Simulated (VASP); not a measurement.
Runs of VASP 6.6.1 on MgSe. The structure is cubic, space group Fm-3m (No. 225). Conventional cell: a = 5.414 Å, b = 5.414 Å, c = 5.414 Å, α = 90.00°, β = 90.00°, γ = 90.00°. Mg (site symmetry m-3m) is surrounded by 6 Se at 2.71 Å. Se (site symmetry m-3m) is surrounded by 6 Mg at 2.71 Å. 

| cell | gap on the mesh (eV) | pressure (GPa) |
| --- | --- | --- |
| Fm-3m, 19.84 Å³/atom | 2.24 | 1.1 |
| Fm-3m, 21.66 Å³/atom | 2.08 | -4.2 |
| Fm-3m, 19.23 Å³/atom | 2.30 | (a) |
| Fm-3m, 20.45 Å³/atom | (b) | -1.0 |

Alike in all rows: task single point; level PBE+D4; potentials or basis VASP PAW PBE potentials, release 64 (Mg, Se); no spin polarisation; k mesh 5 × 5 × 5; cutoff (eV) 520; smearing gaussian 0.01 eV.

Question: Estimate the missing entries.

Answer: (a) 3.4; (b) 2.18.

Caveats: an odd mesh through Γ misses points on the zone boundary, where band edges often lie.

A k mesh can miss the band edges, and the runs leave out spin-orbit coupling on Se.
